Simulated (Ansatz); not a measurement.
Crystal: Ta2N.

```
Ta N
1.0
     3.11286    0.00000    0.00000
    -1.55643    2.69582    0.00000
     0.00000    0.00000    4.86984
Ta N
2 1
Direct
  0.33333 0.66667 0.25471
  0.66667 0.33333 0.74529
  0.00000 0.00000 0.00000
```

The cell comes from a database or a generator and needn't be the stable form of this composition.

| Quantity | Value |
| --- | --- |
| Program | Ansatz 0.2.0 |
| Task | single point |
| Functional | PBE |
| Potentials or basis | all-electron LAPW, scalar-relativistic |
| Cutoff | 365 eV (chosen from the basis error) |
| Basis error allowed | 0.001 eV/atom |
| k mesh | 10 × 10 × 6 |
| Occupations | fermi-dirac, width 0.05 eV |
| Spin | no spin polarisation |

On this cell: pressure -1.2 GPa; largest force 0.012 eV/Å; band gap on the k mesh none (metal or under the smearing width).

The same run follows on a disturbed copy (atoms moved at random, drawn with an rms of 0.05 Å):

```
Ta N
1.0
     3.11286    0.00000    0.00000
    -1.55643    2.69582    0.00000
     0.00000    0.00000    4.86984
Ta N
2 1
Direct
  0.32460 0.65342 0.25129
  0.69069 0.34223 0.74321
  0.99834 0.00588 0.00396
```

Q: What does the disturbed cell give?

A: The energy (extrapolated to zero smearing) moves by +10.1 meV/atom; pressure -0.5 GPa; largest force 0.766 eV/Å; band gap on the k mesh none (metal or under the smearing width).

Forces in eV/Å, atoms in the order of the input:
```
Ta  -0.051  0.364  0.327
Ta  -0.434  0.007  0.134
N    0.485 -0.371 -0.461
```

Stress tensor (GPa, compression positive):
```
-0.80  0.13  0.95
 0.13 -0.64  1.14
 0.95  1.14  0.00
```
